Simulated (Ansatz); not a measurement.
**TiS2, one structure, two calculations**

Cell: a structure deposited in the COD, its atoms then relaxed with PBE in this cell.

```
Ti S
1.0
     3.41200    0.00000    0.00000
    -1.70600    2.95488    0.00000
     0.00000    0.00000    5.69500
Ti S
1 2
Direct
  0.00000 0.00000 0.00000
  0.33333 0.66667 0.24807
  0.66667 0.33333 0.75193
```

Sites (sets of like atoms) are named by element and the number of their first atom in this list.

First run. Computed with Ansatz: DFT, PBE, plane waves and PAW, scalar-relativistic, 420 eV cutoff, Γ-centred 11×11×6 k-points, Fermi–Dirac smearing 0.05 eV.

```json
{"site": "Ti", "atom": "1", "V_zz (10²¹ V/m²)": "-1.97", "η": "0.00"}
{"site": "S", "atom": "2", "V_zz (10²¹ V/m²)": "-1.16", "η": "0.00"}
```

Second run. The same atoms and settings, except that the functional is r2SCAN and the cutoff is 500 eV.

Question: Given the first result, estimate the second.

Answer: 

```csv
site,atom,V_zz,η,change of V_zz
Ti,1,-1.76,0.00,+0.21
S,2,-1.11,0.00,+0.05
```

The largest change of V_zz is on Ti, from -1.97 to -1.76. The first run finds no gap above 0.1 eV, the second does.

For the first run: With no gap above 0.1 eV, as in a metal, the gradients converge slowly in k; expect changes of a tenth or more on a denser mesh. Semilocal functionals make gaps too small and can close them, so the real compound need not be a metal.
For the second run: With a gap of 0.15 eV under a smearing of 0.05 eV the band edges are partly filled, so small gradients can hang on the smearing and the k-mesh.
